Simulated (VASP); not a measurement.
Input of a VASP 6.6.1 run:

File POSCAR:

```
CdTe
1.0
    0.0000000000      3.2446714369      3.2446714369
    3.2446714369      0.0000000000      3.2446714369
    3.2446714369      3.2446714369      0.0000000000
Cd Te
1 1
Direct
    0.0000000000      0.0000000000      0.0000000000
    0.2500000000      0.2500000000      0.2500000000
```

File INCAR.step1:

```
PREC = Accurate ; ENCUT = 520
ISMEAR = 0 ; SIGMA = 0.02
LREAL = False ; LASPH = True
NELM = 60 ; NBANDS = 16
GGA = PE ; ALGO = Normal
EDIFF = 1E-4 ; LWAVE = True
LCHARG = False
```

File INCAR.step2:

```
PREC = Accurate ; ENCUT = 520
EDIFF = 1E-7 ; ISMEAR = 0
SIGMA = 0.02 ; LREAL = False
LASPH = True ; NELM = 60
ALGO = Normal ; ISIF = 2
LWAVE = False ; LCHARG = False
METAGGA = R2SCAN ; LMIXTAU = True
NBANDS = 16 ; ISTART = 1
```

Contents of KPOINTS:

```
Automatic mesh
0
Gamma
  8 8 8
```

Potentials or basis: VASP PAW PBE potentials, release 64 (Cd, Te).

Launch:

```bash
$ cat potpaw_PBE.64/Cd/POTCAR potpaw_PBE.64/Te/POTCAR > POTCAR
$ cp INCAR.step1 INCAR
$ mpirun -np 1 vasp_std > vasp.out
$ cp INCAR.step2 INCAR
$ mpirun -np 1 vasp_std > vasp.out
```

Question: What does it give for the pressure?

Answer: 1.5 GPa.

Question: Estimate the band gap on the k mesh.

Answer: 1.26 eV, direct.

Caveat: the PAW data sets were made with another functional, which shifts forces and pressure a little; spin-orbit coupling is left out, which moves the levels of the heavy elements.

**The experiment to reproduce.**

A printed reference work, data compilation reports, for a bulk crystal of CdTe at 0 K: band gap 1.607 eV.

Against the measured gap of CdTe, 1.607 eV (0 K; a printed reference work, data compilation), the calculated 1.26 eV is off by -0.35 eV. Spin-orbit coupling on Cd, Te is left out. The value is that of r2SCAN, without temperature or zero-point motion.
